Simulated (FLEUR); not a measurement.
# Sn (Fd-3m) in FLEUR: further runs

One crystal, Sn, is run at these levels: PBEsol; tasks: equation of state.

Program: FLEUR MaX-R8.1 (later development tree). These are calculated values, not measurements. Logs are shortened: lines on timing, memory, paths and dates and some standing lists are left out, and cuts for length are marked.

### 1 Starting point

Symmetry: Fd-3m, No. 227, cubic system. The conventional cell has a = 6.467 Å, b = 6.467 Å, c = 6.467 Å, α = 90.00°, β = 90.00°, γ = 90.00°. Around Sn (site symmetry -43m) lie 4 Sn at 2.80 Å.

This isn't the form of Sn at room conditions, which is tetragonal (white tin).

### 2 Equation of state, PBEsol, 31.77 Å³/atom (volume scaled by 0.94)

Input file inp.xml:

```xml
<?xml version="1.0" encoding="UTF-8" standalone="no"?>
<fleurInput fleurInputVersion="0.39">
   <comment>
      Sn                                                                                                  
   </comment>
   <calculationSetup>
      <cutoffs Kmax="4.12" Gmax="12.8" GmaxXC="12.8" numbands="0"/>
      <scfLoop itmax="60" minDistance="0.00001" maxIterBroyd="15" imix="Anderson" alpha="0.05" precondParam="0.0" spinf="2.0" sdNocoIR="T"/>
      <coreElectrons ctail="T" frcor="F" kcrel="0" coretail_lmax="0"/>
      <xcFunctional name="PBEs" relativisticCorrections="F"/>
      <magnetism jspins="1"/>
      <soc l_soc="F" theta="0.0" phi="0.0" spav="F"/>
      <expertModes spex="0" secvar="F"/>
      <geometryOptimization l_f="F" forcealpha="1.0" forcemix="BFGS" epsdisp="0.0005" epsforce="0.0002"/>
      <ldaU l_linMix="F" mixParam="0.05" spinf="1.0"/>
   </calculationSetup>
   <cell>
      <bzIntegration valenceElectrons="44.0" mode="hist" fermiSmearingEnergy="0.00183747">
         <kPointListSelection listName="default-1"/>
         <!-- k-points included here -->
         <xi:include xmlns:xi="http://www.w3.org/2001/XInclude" href="kpts.xml"> </xi:include>
      </bzIntegration>
      <!-- symmetry operations included here -->
      <xi:include xmlns:xi="http://www.w3.org/2001/XInclude" href="sym.xml"> </xi:include>
      <bulkLattice scale="0.9795861087">
         <bravaisMatrix>
            <row-1>    0.0000000000000000     6.1101323589473129     6.1101323589473129</row-1>
            <row-2>    6.1101323589473129     0.0000000000000000     6.1101323589473129</row-2>
            <row-3>    6.1101323589473129     6.1101323589473129     0.0000000000000000</row-3>
         </bravaisMatrix>
      </bulkLattice>
   </cell>
   <atomSpecies>
      <species name="Tin (Sn)" element="Sn" atomicNumber="50">
         <mtSphere radius="2.38" gridPoints="811" logIncrement="0.016"/>
         <atomicCutoffs lmax="10" lnonsphr="10"/>
         <electronConfig flipSpins="F">
            <coreConfig>(1s1/2) (2s1/2) (2p1/2) (2p3/2) (3s1/2) (3p1/2) (3p3/2) (3d3/2) (3d5/2)</coreConfig>
            <valenceConfig>(4s1/2) (4p1/2) (4p3/2) (5s1/2) (4d3/2) (4d5/2) (5p1/2) (5p3/2)</valenceConfig>
            <stateOccupation state="(5p1/2)" spinUp="0.333333" spinDown="0.333333"/>
            <stateOccupation state="(5p3/2)" spinUp="0.666667" spinDown="0.666667"/>
         </electronConfig>
         <energyParameters s="5" p="5" d="4" f="4"/>
         <lo type="SCLO" l="0" n="4" eDeriv="0"/>
         <lo type="SCLO" l="1" n="4" eDeriv="0"/>
         <lo type="SCLO" l="1" n="4" eDeriv="1"/>
         <lo type="SCLO" l="2" n="4" eDeriv="2"/>
         <lo type="SCLO" l="3" n="4" eDeriv="2"/>
      </species>
   </atomSpecies>
   <atomGroups>
      <atomGroup species="Tin (Sn)">
         <relPos label="                   1">-3.000/8.000 -3.000/8.000 -3.000/8.000</relPos>
         <relPos label="                   2">3.000/8.000 3.000/8.000 3.000/8.000</relPos>
         <force calculate="T" relaxXYZ="TTT"/>
      </atomGroup>
   </atomGroups>
   <output dos="F" band="F" slice="F">
      <checks vchk="F" cdinf="F"/>
      <bandDOS minEnergy="-.5*Htr" maxEnergy="0.5*Htr" sigma="0.015" storeEVData="T"/>
      <vacuumDOS vacdos="F" integ="F" star="F" nstars="0" locx1="0.0" locy1="0.0" locx2="0.0" locy2="0.0" nstm="0" tworkf="0.0"/>
      <unfoldingBand unfoldBand="F" supercellX="1" supercellY="1" supercellZ="1"/>
      <plotting iplot="0" polar="F">
         <plot TwoD="T" vec1="  1.0  0.0  0.0" vec2="  0.0  1.0  0.0" vec3="  0.0  0.0  1.0" zero="  0.0  0.0  0.0" file="plot"/>
      </plotting>
      <chargeDensitySlicing numkpt="0" minEigenval="0.0" maxEigenval="0.0" nnne="0" pallst="F"/>
      <specialOutput eonly="F"/>
      <moessbauerParams electricFieldGradient="T" isomerShift="T" coreHyperfine="T" valenceHyperfine="T"/>
      <magneticCircularDichroism mcd="F" energyLo="-10.0" energyUp="0.0"/>
   </output>
  <!-- We include the file relax.xml here to enable relaxations (see documentation) -->
  <xi:include xmlns:xi="http://www.w3.org/2001/XInclude" href="relax.xml"> <xi:fallback/> </xi:include>
</fleurInput>
```

Potentials or basis: all-electron, FLAPW.

Started as:

```console
$ inpgen -f crystal.txt -profile fastHighL
$ # inp.xml edited to the form shown
$ fleur_MPI
```

What it wrote:

```text
Welcome to FLEUR        (www.flapw.de)
      MaX-Release 8.1          (www.max-centre.eu)

 ========== k-point set info ==========
 Selected k-point list: default-1
 k-point list type: mesh
 7 x 7 x 7
 Number of k points: 20

 ------------Calculation Setup---------------------------
 Number of MPI-tasks      :            1
 Number of PE/node        :            1
 Number of OMP-threads    :            1
 Most efficient MPI parallelization for:
           1           2           4           5          10          20
 Additional eigenvalue parallelization possible
 Number of basis functions:          601
 Approximate size of matrices (H+S) per k-point:         0.005 GB
 --------------------------------------------------------
 Iteration:     1   Distance:       5.53026435 me/bohr^3
 Iteration:     2   Distance:       5.19529955 me/bohr^3
 Iteration:     3   Distance:       1.66915622 me/bohr^3
 Iteration:     4   Distance:       0.22796659 me/bohr^3
 Iteration:     5   Distance:       0.20275054 me/bohr^3
 Iteration:     6   Distance:       0.02369532 me/bohr^3
 Iteration:     7   Distance:       0.01957668 me/bohr^3
 Iteration:     8   Distance:       0.00536011 me/bohr^3
 Iteration:     9   Distance:       0.00054534 me/bohr^3
 Iteration:    10   Distance:       0.00045720 me/bohr^3
 Iteration:    11   Distance:       0.00002340 me/bohr^3
 Iteration:    12   Distance:       0.00000499 me/bohr^3

 ********************************************************************
 Run finished successfully
 Stop message:
   all done
 ********************************************************************
```

out.xml (last iteration):

```text
<iteration numberForCurrentRun="   12" overallNumber="   12">
         <energyParameters units="Htr">
            <atomicEP atomType="1" spin="1" branch="5s" branchLowest="-4.52" branchHighest="1.03" value="-0.1163886602"/>
            <atomicEP atomType="1" spin="1" branch="5p" branchLowest="-2.90" branchHighest="1.76" value="0.0752707997"/>
            <atomicEP atomType="1" spin="1" branch="4d" branchLowest="-16.99" branchHighest="-0.49" value="-0.5509711117"/>
            <atomicEP atomType="1" spin="1" branch="4f" branchLowest="-9.99" branchHighest="1.95" value="0.4094323832"/>
            <loAtomicEP atomType="1" spin="1" branch="4s" branchLowest="-30.63" branchHighest="-4.52" value="-4.5266139218"/>
            <loAtomicEP atomType="1" spin="1" branch="4p" branchLowest="-25.26" branchHighest="-2.90" value="-2.9117522865"/>
            <loAtomicEP atomType="1" spin="1" branch="4p" branchLowest="-25.26" branchHighest="-2.90" value="-2.9117522865"/>
            <loAtomicEP atomType="1" spin="1" branch="4d" branchLowest="-16.99" branchHighest="-0.49" value="-0.5636209774"/>
            <loAtomicEP atomType="1" spin="1" branch="4f" branchLowest="-9.99" branchHighest="1.95" value="0.4094348448"/>
         </energyParameters>
         <eigenvalues>
            <eigenvaluesAt spin="1" ikpt="1" k_x="0.00000000" k_y="0.00000000" k_z="0.00000000">
                      -4.5266918194       -4.5265230774       -2.9035814035       -2.9035814035       -2.9035814035
                      -2.9028486251       -2.9028486251       -2.9028486251       -0.5735520062       -0.5735520062
                      -0.5735520062       -0.5709043883       -0.5709043883       -0.5570624839       -0.5570624839
                      -0.5570624839       -0.5563429377       -0.5563429377       -0.1826005848        0.2204533916
                       0.2300943672        0.2300943672        0.2300943672        0.3059633715        0.3059633715
                       0.3059633715        0.4071956537        0.5263211581        0.5263211581        0.5310467728
                       0.5310467728        0.5310467728        0.6260478169        0.8878591627
            </eigenvaluesAt>
            <eigenvaluesAt spin="1" ikpt="2" k_x="0.00000000" k_y="0.00000000" k_z="0.14285714">
                      -4.5266855366       -4.5265292134       -2.9035901065       -2.9035901065       -2.9035648157
                      -2.9028622444       -2.9028385344       -2.9028385344       -0.5741356230       -0.5741356230
                      -0.5733309547       -0.5700317023       -0.5700317023       -0.5580591140       -0.5580591140
                      -0.5573277217       -0.5554779668       -0.5554779668       -0.1747881239        0.1390328912
[... 34 lines left out ...]
            <state n="1" l="0" j="0.5" energy="-1064.6241129694" weight="1.0000000000"/>
            <state n="2" l="0" j="0.5" energy="-160.3588499255" weight="1.0000000000"/>
            <state n="2" l="1" j="0.5" energy="-149.7845174112" weight="1.0000000000"/>
            <state n="2" l="1" j="1.5" energy="-141.3152049466" weight="2.0000000000"/>
            <state n="3" l="0" j="0.5" energy="-30.6273120163" weight="1.0000000000"/>
            <state n="3" l="1" j="0.5" energy="-26.3315483111" weight="1.0000000000"/>
            <state n="3" l="1" j="1.5" energy="-24.7850608449" weight="2.0000000000"/>
            <state n="3" l="2" j="1.5" energy="-17.1866648241" weight="2.0000000000"/>
            <state n="3" l="2" j="2.5" energy="-16.8672963292" weight="3.0000000000"/>
         </coreStates>
         <allElectronCharges>
            <spinDependentCharge spin="1" total="100.0000000" interstitial="4.5945491" mtSpheres="95.4054509"/>
            <totalCharge value="99.9999999998"/>
         </allElectronCharges>
         <moessbauerParams unitsHFF="kG" unitsIS="e/bohr^3" unitsEFG="Htr/bohr^2">
            <coreIsomerShift atomType="1" isTotal="193344.89170">
               <shell n="1" l="0" isomerShift="169103.11000"/>
               <shell n="2" l="0" isomerShift="19816.37016"/>
               <shell n="2" l="1" isomerShift="477.17864"/>
               <shell n="3" l="0" isomerShift="3848.14432"/>
               <shell n="3" l="1" isomerShift="100.08857"/>
               <shell n="3" l="2" isomerShift="0.00002"/>
            </coreIsomerShift>
            <isomerShift atomType="1" nucleusRadius="0.0001161" averageDensity="194189.00887"/>
            <electricFieldGradient atomType="1" VXX="0.00000" VYY="0.00000" VZZ="0.00000" asymParam="0.00000">
            </electricFieldGradient>
         </moessbauerParams>
         <totalEnergy                                    value="   -12352.6947624096" units="Htr">
            <sumOfEigenvalues                            value="    -7459.4804764094">
               <coreElectrons value="-7395.6083634094"/>
               <valenceElectrons value="-63.8721130000"/>
            </sumOfEigenvalues>
            <densityCoulombPotentialIntegral value="-20036.0655376165"/>
            <densityEffectivePotentialIntegral value="-20463.6604181695"/>
            <chargeDenXCDenIntegral value="-325.2264803607"/>
            <FockExchangeEnergyValence value="0.0000000000"/>
            <FockExchangeEnergyCore value="0.0000000000"/>
            <atomTypeDependentContributions atomType="1">
               <electronNucleiInteractionDifferentMTs value="14960.7783001386"/>
               <MadelungTerm value="-52.8371548620"/>
            </atomTypeDependentContributions>
            <tkbTimesEntropy value="0.0000581473"/>
            <freeEnergy value="-12352.6948205568"/>
            <extrapolationTo0K value="-12352.6947914832"/>
         </totalEnergy>
         <densityConvergence units="me/bohr^3">
            <chargeDensity spin="1" distance="0.0000049877"/>
         </densityConvergence>
      </iteration>
```

Run time: 27 s. Hardware: 1 thread of Arm Neoverse V2, shared host; peak memory 0.07 GiB.

Results:

```
Free energy                                           : -336133.9499 eV
Band gap on the k mesh                                : none (metal or under the smearing width)
Valence electrons inside the program's atomic spheres : Sn 19.70 (radii Sn 2.38 bohr)
```

### 3 Equation of state, PBEsol, 32.45 Å³/atom (volume scaled by 0.96)

inp.xml, as its differences from that of step 2:

```diff
@@ -24,3 +24,3 @@
       <xi:include xmlns:xi="http://www.w3.org/2001/XInclude" href="sym.xml"> </xi:include>
-      <bulkLattice scale="0.9795861087">
+      <bulkLattice scale="0.9864848297">
          <bravaisMatrix>
```

Potentials or basis: all-electron, FLAPW.

Started as:

```console
$ inpgen -f crystal.txt -profile fastHighL
$ # inp.xml edited to the form shown
$ fleur_MPI
```

It took 28 s on 1 thread of Arm Neoverse V2, shared host; peak memory 0.07 GiB.

The run converged. Its results:

```yaml
Free_energy: -336133.9873 eV
Band_gap_on_the_k_mesh: none (metal or under the smearing width)
Valence_electrons_inside_the_program's_atomic_spheres: Sn 19.69 (radii Sn 2.38 bohr)
```

### 4 Equation of state, PBEsol, 33.13 Å³/atom (volume scaled by 0.98)

inp.xml, as its differences from that of step 3:

```diff
@@ -24,3 +24,3 @@
       <xi:include xmlns:xi="http://www.w3.org/2001/XInclude" href="sym.xml"> </xi:include>
-      <bulkLattice scale="0.9864848297">
+      <bulkLattice scale="0.9932883884">
          <bravaisMatrix>
```

Started as:

```console
$ inpgen -f crystal.txt -profile fastHighL
$ # inp.xml edited to the form shown
$ fleur_MPI
```

Run time: 29 s. Hardware: 1 thread of Arm Neoverse V2, shared host; peak memory 0.07 GiB.

It converged, with:

```yaml
Free_energy: -336134.0138 eV
Band_gap_on_the_k_mesh: none (metal or under the smearing width)
Valence_electrons_inside_the_program's_atomic_spheres: Sn 19.67 (radii Sn 2.38 bohr)
```

### 5 Equation of state, PBEsol, 33.80 Å³/atom

inp.xml, as its differences from that of step 4:

```diff
@@ -24,3 +24,3 @@
       <xi:include xmlns:xi="http://www.w3.org/2001/XInclude" href="sym.xml"> </xi:include>
-      <bulkLattice scale="0.9932883884">
+      <bulkLattice scale="1.0000000000">
          <bravaisMatrix>
```

Started as:

```console
$ inpgen -f crystal.txt -profile fastHighL
$ # inp.xml edited to the form shown
$ fleur_MPI
```

It took 30 s on 1 thread of Arm Neoverse V2, shared host; peak memory 0.07 GiB.

It converged, with:

```
Free energy                                           : -336134.0310 eV
Band gap on the k mesh                                : none (metal or under the smearing width)
Valence electrons inside the program's atomic spheres : Sn 19.66 (radii Sn 2.38 bohr)
```

### 6 Equation of state, PBEsol, 34.48 Å³/atom (volume scaled by 1.02)

inp.xml, as its differences from that of step 5:

```diff
@@ -24,3 +24,3 @@
       <xi:include xmlns:xi="http://www.w3.org/2001/XInclude" href="sym.xml"> </xi:include>
-      <bulkLattice scale="1.0000000000">
+      <bulkLattice scale="1.0066227096">
          <bravaisMatrix>
```

Potentials or basis: all-electron, FLAPW.

Started as:

```console
$ inpgen -f crystal.txt -profile fastHighL
$ # inp.xml edited to the form shown
$ fleur_MPI
```

It took 31 s on 1 thread of Arm Neoverse V2, shared host; peak memory 0.07 GiB.

It converged, with:

| Quantity | Value |
| --- | --- |
| Free energy | -336134.0403 eV |
| Band gap on the k mesh | none (metal or under the smearing width) |
| Valence electrons inside the program's atomic spheres | Sn 19.64 (radii Sn 2.38 bohr) |

### 7 Equation of state, PBEsol, 35.16 Å³/atom (volume scaled by 1.04)

inp.xml, as its differences from that of step 6:

```diff
@@ -24,3 +24,3 @@
       <xi:include xmlns:xi="http://www.w3.org/2001/XInclude" href="sym.xml"> </xi:include>
-      <bulkLattice scale="1.0066227096">
+      <bulkLattice scale="1.0131594038">
          <bravaisMatrix>
```

Started as:

```console
$ inpgen -f crystal.txt -profile fastHighL
$ # inp.xml edited to the form shown
$ fleur_MPI
```

Wall time 32 s (1 thread of Arm Neoverse V2, shared host); peak memory 0.07 GiB.

The run converged. Its results:

```
Free energy                                           : -336134.0419 eV
Band gap on the k mesh                                : none (metal or under the smearing width)
Valence electrons inside the program's atomic spheres : Sn 19.63 (radii Sn 2.38 bohr)
```

### 8 Equation of state, PBEsol, 35.83 Å³/atom (volume scaled by 1.06)

inp.xml, as its differences from that of step 7:

```diff
@@ -24,3 +24,3 @@
       <xi:include xmlns:xi="http://www.w3.org/2001/XInclude" href="sym.xml"> </xi:include>
-      <bulkLattice scale="1.0131594038">
+      <bulkLattice scale="1.0196128224">
          <bravaisMatrix>
```

Started as:

```console
$ inpgen -f crystal.txt -profile fastHighL
$ # inp.xml edited to the form shown
$ fleur_MPI
```

It took 32 s on 1 thread of Arm Neoverse V2, shared host; peak memory 0.07 GiB.

Results (log left out):

- Free energy: -336134.0368 eV
- Band gap on the k mesh: none (metal or under the smearing width)
- Valence electrons inside the program's atomic spheres: Sn 19.62 (radii Sn 2.38 bohr)

### 9 Equation of state, PBEsol

Potentials or basis: all-electron, FLAPW.

This step only gathers the single runs of the series.

What came out:

- Equilibrium volume: 34.97 Å³/atom
- Bulk modulus: 42 GPa
- Pressure derivative of the bulk modulus: 5.0 (rough: it moves with the points fitted)

Energy against volume, from the lowest point:
| volume (Å³/atom) | energy (meV/atom) |
| --- | --- |
| 31.775 | 45.98 |
| 32.451 | 27.29 |
| 33.127 | 14.07 |
| 33.803 | 5.47 |
| 34.479 | 0.80 |
| 35.155 | 0.00 |
| 35.831 | 2.54 |
